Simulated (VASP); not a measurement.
# Ge (Cmmm) in VASP: a series of runs

One crystal, Ge, is run at these levels: LDA, PBE+D2, revPBE, r2SCAN, M06-L; tasks: phonons, density of states, band structure.

Program: VASP 6.6.1. These are calculated values, not measurements. Logs are shortened: lines on timing, memory, paths and dates and some standing lists are left out, and cuts for length are marked.

## (1) The crystal as given

The structure is orthorhombic, space group Cmmm (No. 65). Conventional cell: a = 2.794 Å, b = 5.201 Å, c = 2.698 Å, α = 90.00°, β = 90.00°, γ = 90.00°. Around Ge (site symmetry mmm) lie 8 Ge at 2.70 to 2.95 Å.

This isn't the form of Ge at room conditions, which is diamond.

## (2) Phonons, LDA

Input file POSCAR:

```
Ge
1.0
    1.3971490000     -2.6005160000      0.0000000000
    1.3971490000      2.6005160000      0.0000000000
    0.0000000000      0.0000000000      2.6982310000
Ge
1
Cartesian
    1.3971490000      0.0000000000      0.0000000000
```

Input file INCAR.step1:

```
SYSTEM = Ge
ALGO = Normal
EDIFF = 1E-8
EDIFFG = -0.002
ENCUT = 600
GGA = CA
IBRION = 2
ISIF = 3
ISMEAR = -1
LASPH = .TRUE.
LCHARG = .FALSE.
LREAL = .FALSE.
LWAVE = .FALSE.
NELM = 80
NSW = 40
PREC = Accurate
SIGMA = 0.05
```

Input file INCAR.step2:

```
SYSTEM = Ge
ALGO = Normal
EDIFF = 1E-8
ENCUT = 600
GGA = CA
IBRION = 6
ISIF = 2
ISMEAR = -1
LASPH = .TRUE.
LCHARG = .FALSE.
LREAL = .FALSE.
LWAVE = .FALSE.
NELM = 80
NFREE = 2
NSW = 1
POTIM = 0.015
PREC = Accurate
SIGMA = 0.05
```

Input file KPOINTS:

```
k-points
0
G
  8 8 7
  0 0 0
```

Potentials or basis: VASP PAW LDA potentials, release 64 (Ge_d).

The run is started by

```sh
cat potpaw_LDA.64/Ge_d/POTCAR > POTCAR
cp INCAR.step1 INCAR
mpirun -np 1 vasp_std > vasp.out
cp CONTCAR POSCAR
cp INCAR.step2 INCAR
mpirun -np 1 vasp_std > vasp.out
```

OUTCAR:

```text
SYSTEM = Ge
   EDIFF = 1E-8
   ENCUT = 600
   GGA = CA
   IBRION = 6
   ISIF = 2
   ISMEAR = -1
   LASPH = .TRUE.
   LREAL = .FALSE.
   NELM = 80
   NFREE = 2
   NSW = 1
   POTIM = 0.015
   PREC = Accurate

 ion  position               nearest neighbor table
   1  0.500  0.500  0.000-

  LATTYP: Found a base centered orthorhombic cell.
 ALAT       =     2.8043935350
 B/A-ratio  =     1.7319528758
 C/A-ratio  =     0.9375762174

  Lattice vectors:

 A1 = (   1.4021967675,  -2.4285387239,   0.0000000000)
 A2 = (   1.4021967675,   2.4285387239,   0.0000000000)
 A3 = (   0.0000000000,   0.0000000000,   2.6293326826)

Analysis of symmetry for initial positions (statically):
=====================================================================
 Subroutine PRICEL returns:
 Original cell was already a primitive cell.

 Routine SETGRP: Setting up the symmetry group for a
 base centered orthorhombic supercell.

 Subroutine GETGRP returns: Found  8 space group operations
 (whereof  8 operations were pure point group operations)
 out of a pool of  8 trial point group operations.

The static configuration has the point symmetry D_2h.

Analysis of symmetry for dynamics (positions and initial velocities):
=====================================================================
 Subroutine PRICEL returns:
 Original cell was already a primitive cell.

 Routine SETGRP: Setting up the symmetry group for a
 base centered orthorhombic supercell.

 Subroutine GETGRP returns: Found  8 space group operations
 (whereof  8 operations were pure point group operations)
 out of a pool of  8 trial point group operations.

The dynamic configuration has the point symmetry D_2h.

 Subroutine INISYM returns: Found  8 space group operations
 (whereof  8 operations are pure point group operations),
 and found     1 'primitive' translations

----------------------------------------------------------------------------------------

                                     Primitive cell

  volume of cell :      17.9073

  direct lattice vectors                    reciprocal lattice vectors
     1.402196768 -2.428538724  0.000000000     0.356583335 -0.205885126  0.000000000
     1.402196768  2.428538724  0.000000000     0.356583335  0.205885126  0.000000000
     0.000000000  0.000000000  2.629332683     0.000000000  0.000000000  0.380324638

  length of vectors
     2.804274614  2.804274614  2.629332683     0.411752790  0.411752790  0.380324638

  position of ions in fractional coordinates (direct lattice)
     0.500000000  0.500000000  0.000000000

  ion indices of the primitive-cell ions
   primitive index   ion index
                 1           1

----------------------------------------------------------------------------------------

 KPOINTS: k-points

Automatic generation of k-mesh.
 Grid dimensions read from file:
 generate k-points for:    8    8    7

 Generating k-lattice:

  Cartesian coordinates                     Fractional coordinates (reciprocal lattice)
     0.044572917 -0.025735641  0.000000000     0.125000000  0.000000000  0.000000000
     0.044572917  0.025735641  0.000000000     0.000000000  0.125000000  0.000000000
     0.000000000  0.000000000  0.054332091     0.000000000  0.000000000  0.142857143

  Length of vectors
     0.051469099  0.051469099  0.054332091

  Shift w.r.t. Gamma in fractional coordinates (k-lattice)
     0.000000000  0.000000000  0.000000000

 Subroutine IBZKPT returns following result:
 ===========================================

 Found     84 irreducible k-points:

 Following reciprocal coordinates:
[... 47 lines left out ...]
   NSW    =     49    number of steps for IOM
   IBRION =      6    ionic relax: 0-MD 1-quasi-New 2-CG
   NFREE  =      2    steps in history (QN), initial steepest desc. (CG)
   ISIF   =      2    stress and relaxation
   ISYM   =      2    0-nonsym 1-usesym 2-fastsym
   POTIM  = 0.0150    time-step for ionic-motion
   TEBEG  =    0.0;   TEEND  =   0.0 temperature during run
   PSTRESS=    0.0 pullay stress
   NELECT =      14.0000    total number of electrons
   NUPDOWN=      -1.0000    fix difference up-down
   EMIN   =  10.00;   EMAX   =-10.00  energy-range for DOS
   EFERMI =   0.00;   METHOD = LEGACY
   ISMEAR =    -1;   SIGMA  =   0.05  broadening in eV -4-tet -1-fermi 0-gaus
   EFERMI_NEDOS =   21; number of points for ismear=-14 and -15
   IALGO  =     38    algorithm
   IMIX   =      4    mixing-type and parameters
     AMIX     =   0.40;   BMIX     =  1.00
     AMIX_MAG =   1.60;   BMIX_MAG =  1.00
  volume/ion in A,a.u.               =      17.91       120.84
  Fermi-wavevector in a.u.,A,eV,Ry     =   1.508138  2.849967 30.946170  2.274479
  Thomas-Fermi vector in A             =   2.618632
   LORBIT       =      0    0 simple, 1 ext, 2 COOP (PROOUT), +10 PAW based schemes
   GGA     = CA    functional components
   LHFCALC =     F    Hartree Fock is set to
   AEXX    =    0.0000 exact exchange contribution
   IVDW    =     0    specifies the selected vdW correction
   LEPSILON=     F    determine dielectric tensor
   LRPA    =     F    only Hartree local field effects (RPA)
 finite differences with symmetry
 non-spin polarized calculation
  energy-cutoff  :      600.00
  volume of cell :       17.91
 maximum number of plane-waves:       616
 NGX is ok and might be reduce to    24
   NGX = 11   NGY = 11   NGZ = 11

--------------------------------------- Ionic step        1  -------------------------------------------

 number of electron      13.9999997 magnetization

 Free energy of the ion-electron system (eV)
  ---------------------------------------------------
  ext. energy  EPLUGINS =         0.00000000
  ---------------------------------------------------
  free energy    TOTEN  =        -4.99796775 eV

  energy without entropy =       -4.99444690  energy(sigma->0) =       -4.99620732

------------------------ aborting loop because EDIFF is reached ----------------------------------------

  FORCE on cell =-STRESS in cart. coord.  units (eV):
  Direction    XX          YY          ZZ          XY          YZ          ZX
  --------------------------------------------------------------------------------------
  -------------------------------------------------------------------------------------
  Total        0.0014795      0.0024776      0.0031467      0.0000000      0.0000000      0.0000000
  in kB        0.1323745      0.2216751      0.2815401      0.0000000      0.0000000      0.0000000
  external PRESSURE =       0.2118632 kB  Pullay stress =       0.0000000 kB
[... 197 lines left out ...]
--------------------------------------- Ionic step        7  -------------------------------------------

 number of electron      13.9999996 magnetization

 Free energy of the ion-electron system (eV)
  ---------------------------------------------------
  ext. energy  EPLUGINS =         0.00000000
  ---------------------------------------------------
  free energy    TOTEN  =        -4.99796743 eV

  energy without entropy =       -4.99444646  energy(sigma->0) =       -4.99620695

 E-fermi :   6.6258     XC(G=0): -11.7889

 val. band max:        6.4894258788   @ k =   0.3750   0.2500   0.2857
 cond. band min:       6.6601432083   @ k =   0.3750   0.2500   0.4286
 fundamental gap:      0.1707173295
 Fermi energy:         6.6258334350

 k-point     1 :       0.0000    0.0000    0.0000
  band No.  band energies     occupation
      1     -17.9894      2.00000
      2     -17.8763      2.00000
      3     -17.8763      2.00000
      4     -17.7053      2.00000
      5     -17.7053      2.00000
      6      -6.7005      2.00000
      7      13.8542      0.00000
      8      15.6112      0.00000
      9      15.6122      0.00000
     10      17.4926      0.00000
     11      21.5539      0.00000
[... 309 lines left out ...]
 k-point    24 :       0.2500    0.0000    0.1429
  band No.  band energies     occupation
      1     -17.9267      2.00000
      2     -17.8647      2.00000
      3     -17.7987      2.00000
      4     -17.7566      2.00000
      5     -17.7292      2.00000
      6      -4.7047      2.00000
      7       8.1406      0.00000
      8      11.4538      0.00000
      9      13.1964      0.00000
     10      17.3590      0.00000
     11      23.4062      0.00000

 [... further k-points ...]

------------------------ aborting loop because EDIFF is reached ----------------------------------------

  FORCE on cell =-STRESS in cart. coord.  units (eV):
  Direction    XX          YY          ZZ          XY          YZ          ZX
  --------------------------------------------------------------------------------------
  -------------------------------------------------------------------------------------
  Total        0.0139185      0.0149182      0.0162429      0.0000000      0.0000000      0.0000000
  in kB        1.2452941      1.3347459      1.4532653      0.0000000      0.0000000      0.0000000
  external PRESSURE =       1.3444351 kB  Pullay stress =       0.0000000 kB
[... 16 lines left out ...]
  FREE ENERGIE OF THE ION-ELECTRON SYSTEM (eV)
  ---------------------------------------------------
  free  energy   TOTEN  =        -4.9979674318 eV

  energy  without entropy=       -4.9944464625  energy(sigma->0) =       -4.99620695

 INTERNAL STRAIN TENSORS FROM DISPLACED ATOMS
 ============================================

 INTERNAL STRAIN TENSOR FOR ION    1 for displacements in x,y,z  (eV/Angst):
          X           Y           Z          XY          YZ          ZX
  --------------------------------------------------------------------------------
  x     0.00000     0.00000     0.00000     0.00000     0.00000     0.00000
  y     0.00000     0.00000     0.00000     0.00000     0.00000     0.00000
  z     0.00000     0.00000     0.00000     0.00000     0.00000     0.00000

 Eigenvectors and eigenvalues of the dynamical matrix
 ----------------------------------------------------

   1 f/i=    0.000000 THz     0.000000 2PiTHz    0.000000 cm-1     0.000000 meV
             X         Y         Z           dx          dy          dz
      1.402197  0.000000  0.000000     0.000000    1.000000    0.000000

   2 f/i=    0.000000 THz     0.000000 2PiTHz    0.000000 cm-1     0.000000 meV
             X         Y         Z           dx          dy          dz
      1.402197  0.000000  0.000000     1.000000    0.000000    0.000000

   3 f/i=    0.000000 THz     0.000000 2PiTHz    0.000000 cm-1     0.000000 meV
             X         Y         Z           dx          dy          dz
      1.402197  0.000000  0.000000     0.000000    0.000000    1.000000

 ELASTIC MODULI CONTR FROM IONIC RELAXATION (kBar)
 Direction    XX          YY          ZZ          XY          YZ          ZX
 --------------------------------------------------------------------------------
 XX           0.0000      0.0000      0.0000      0.0000      0.0000      0.0000
 YY           0.0000      0.0000      0.0000      0.0000      0.0000      0.0000
 ZZ           0.0000      0.0000      0.0000      0.0000      0.0000      0.0000
 XY           0.0000      0.0000      0.0000      0.0000      0.0000      0.0000
 YZ           0.0000      0.0000      0.0000      0.0000      0.0000      0.0000
 ZX           0.0000      0.0000      0.0000      0.0000      0.0000      0.0000
 --------------------------------------------------------------------------------
```

Run time: 97 s. Hardware: 1 thread of Intel Xeon Platinum 8488C (Sapphire Rapids), shared host; peak memory 0.15 GiB.

Results:

- Relaxed volume: 17.91 Å³/atom
- Relaxed cell: a = 2.804 Å, b = 2.804 Å, c = 2.629 Å, α = 90.00°, β = 90.00°, γ = 120.00°
- Space group after relaxing (to 0.05 Å): P6/mmm (No. 191)

Step by step:
| step | energy change (eV) | largest force (eV/Å) | pressure (GPa) | volume (Å³) |
| --- | --- | --- | --- | --- |
| 1 | 0.0000 | 0.0000 | -5.58 | 19.61 |
| 2 | -0.0357 | 0.0000 | 1.12 | 17.73 |
| 3 | -0.0359 | 0.0000 | 0.58 | 17.85 |
| 4 | -0.0417 | 0.0000 | 0.43 | 17.83 |
| 5 | -0.0434 | 0.0000 | 0.45 | 17.82 |
| 6 | -0.0434 | 0.0000 | 0.42 | 17.81 |
| 7 | -0.0434 | 0.0000 | -0.05 | 17.94 |
| 8 | -0.0441 | 0.0000 | 0.19 | 17.88 |
| 9 | -0.0441 | 0.0000 | -0.09 | 17.93 |
| 10 | -0.0441 | 0.0000 | -0.05 | 17.92 |
| 11 | -0.0441 | 0.0000 | -0.07 | 17.92 |
| 12 | -0.0441 | 0.0000 | 0.02 | 17.91 |
| 13 | -0.0441 | 0.0000 | -0.04 | 17.91 |
| 14 | -0.0441 | 0.0000 | 0.00 | 17.91 |
| 15 | -0.0441 | 0.0000 | -0.01 | 17.91 |
| 16 | -0.0441 | 0.0000 | -0.03 | 17.91 |
| 17 | -0.0441 | 0.0000 | 0.05 | 17.90 |
| 18 | -0.0441 | 0.0000 | -0.01 | 17.91 |

Final structure:
```cif
data_structure
_symmetry_space_group_name_H-M 'P 1'
_symmetry_Int_Tables_number 1
_cell_length_a 2.8043
_cell_length_b 2.8043
_cell_length_c 2.6293
_cell_angle_alpha 90.000
_cell_angle_beta 90.000
_cell_angle_gamma 119.997
_cell_volume 17.91
loop_
_atom_site_label
_atom_site_type_symbol
_atom_site_fract_x
_atom_site_fract_y
_atom_site_fract_z
_atom_site_occupancy
Ge1 Ge 0.50000 0.50000 0.00000 1
```

(Continued in part 2 of 3.)
